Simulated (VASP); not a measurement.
WSe2: relaxation of shape and atoms at fixed volume with r2SCAN

Slab: WSe2, a slab with vacuum.

```
CELL_PARAMETERS angstrom
3.31785 0.00000 0.00000
-1.65893 2.87335 0.00000
0.00000 0.00000 21.32522
ATOMIC_POSITIONS crystal
W 0.66667 0.33333 0.50002
Se 0.33333 0.66667 0.57796
Se 0.33333 0.66667 0.42204
```

* Program: VASP 6.6.1
* Task: relaxation of shape and atoms at fixed volume
* Functional: r2SCAN
* Potentials or basis: VASP PAW PBE potentials, release 64 (W_sv, Se)
* Cutoff: 520 eV
* k mesh: 12 × 12 × 1
* Occupations: gaussian, width 0.05 eV
* Spin: no spin polarisation
* Dipole correction: yes
* Further INCAR settings: ALGO = Normal; EDIFF = 1e-07; IBRION = 2; EDIFFG = -0.003; NSW = 100; ISIF = 4

The energy gained by relaxing is 0.0 meV/atom. The ionic steps are 5 and the band gap on the k mesh is 1.63 eV, direct.

Forces on the atoms (eV/Å):
```
W    0.000  0.000  0.001
Se   0.000  0.000 -0.002
Se   0.000  0.000  0.001
```

Final structure:
```
W Se
1.0
     3.31763    0.00000    0.00000
    -1.65881    2.87315    0.00000
     0.00000    0.00000   21.32815
W Se
1 2
Direct
  0.66667 0.33333 0.50001
  0.33333 0.66667 0.57795
  0.33333 0.66667 0.42207
```

Levels at points of the mesh, in eV from the valence-band top:
```
           k point  band 9  band 10  band 11  band 12  band 13  band 14  band 15  band 16  band 17
(0.00, 0.00, 0.00)   -2.55    -2.22    -1.38    -1.38    -0.25     3.08     3.08     3.26     3.26
(0.50, 0.00, 0.00)   -4.36    -3.19    -2.22    -1.10    -1.02     2.49     2.89     4.05     4.63
```

Wall time 33 min on 1 thread of AMD EPYC 7R13 Processor (Zen 3) (shared host), peak memory 0.4 GiB.

Caveat: the PAW data sets were made with another functional, which shifts forces and pressure a little; spin-orbit coupling is left out, which moves the levels of the heavy elements. r2SCAN opens gaps a little over a GGA but as a rule still falls short of measured ones.
